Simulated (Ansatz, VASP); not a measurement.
## Two plane-wave programs on MgB2

File INCAR:

```
SYSTEM = MgB2
PREC = Accurate
ENCUT = 520
EDIFF = 1E-6
ISMEAR = 0
SIGMA = 0.1
LREAL = .FALSE.
LASPH = .TRUE.
NELM = 80
ALGO = Normal
ISIF = 2
LWAVE = .FALSE.
LCHARG = .FALSE.
GGA = PE
NBANDS = 11
```

KPOINTS

```
Automatic mesh
0
G
  6 6 6
  0 0 0
```

POSCAR

```
MgB2
1.0
    3.0627620649      0.0000000000      0.0000000000
   -1.5313810324      2.6524297539      0.0000000000
    0.0000000000      0.0000000000      3.5208704800
Mg B
1 2
Direct
    0.0000000000      0.0000000000      0.0000000000
    0.6666666700      0.3333333300      0.5000000000
    0.3333333300      0.6666666700      0.5000000000
```

Input for Ansatz:

```yaml
crystal:
  lattice:
    - [3.0627620649, 0.0, 0.0]
    - [-1.5313810324, 2.6524297539, 0.0]
    - [0.0, 0.0, 3.52087048]
  atoms:
    - { symbol: Mg, position: [0.0, 0.0, 0.0] }
    - { symbol: B, position: [0.66666667, 0.33333333, 0.5] }
    - { symbol: B, position: [0.33333333, 0.66666667, 0.5] }
basis:
  ecutwfc: 420
kpoints:
  mp_grid: { grid: [6, 6, 6] }
hamiltonian:
  xc: pbe
scf:
  occupations: { method: gaussian, width: 0.1 }
output:
  forces: true
  stress: true
  eigenvalues: true
```

The cell is a database's computed one.

Alike in both runs: task single point; functional PBE; k mesh 6 × 6 × 6; occupations gaussian, width 0.1 eV; no spin polarisation.

|  | VASP | Ansatz |
| --- | --- | --- |
| version | VASP 6.6.1 | Ansatz 0.2.0 |
| potentials or method | VASP PAW PBE potentials, release 64 (Mg, B) | scalar-relativistic, plane waves, PAW |
| plane-wave cutoff (eV) | 520 | 420 |
| valence electrons in the cell | 8 | 16 |

VASP gave:

```
gap on the k mesh at the Fermi level (eV)       : none
pressure (GPa)                                  : 1.5
largest component of the traceless stress (GPa) : 3.20
```

Problem. What did Ansatz give for the same quantities?

Solution. gap on the k mesh at the Fermi level (eV): none; pressure (GPa): 1.7; largest component of the traceless stress (GPa): 3.06.

A gap of «none» marks a metal or a gap that the smearing closes. The two sets of potentials don't hold the same shells in valence.

Caveats: the k mesh is coarse (spacing up to 0.39 Å⁻¹), so the values aren't converged.
